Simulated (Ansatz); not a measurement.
# Coordination and 73Ge quadrupole coupling in Ge

Cell: an entry of the Crystallography Open Database (COD), its atoms then relaxed with PBE in this cell.

Space group P4_32_12 (No. 96); a = 5.9300, c = 6.9800 Å.

| site | Wyckoff | site symmetry | x | y | z |
| --- | --- | --- | --- | --- | --- |
| Ge1 | 4a | ..2 | 0.0899 | 0.0899 | 0.0000 |
| Ge5 | 8b | 1 | 0.1723 | 0.3691 | 0.2595 |

One atom of each set is listed.

Computed with Ansatz: DFT, LDA, plane waves and PAW, scalar-relativistic, 420 eV cutoff, Γ-centred 8×8×7 k-points, Fermi–Dirac smearing 0.02 eV.

Q(73Ge) = -196.0 mb.

(1) Rank these Ge sites by |C_Q|, smallest first.
A. Ge1: 4 Ge at 2.49–2.50 Å
B. Ge5: 4 Ge at 2.49–2.52 Å

## Answers

(1) A (21.3 MHz, η = 0.79), B (27.9 MHz, η = 0.83).

Like point charges on the first shell alone (each adding as 1/d³) would put Ge1 above Ge5: the covalent part of each bond and the atoms beyond the first shell count as well.

With a gap of 0.5 eV on this mesh, the gradients can still move by some per cent as the k-mesh gets denser.
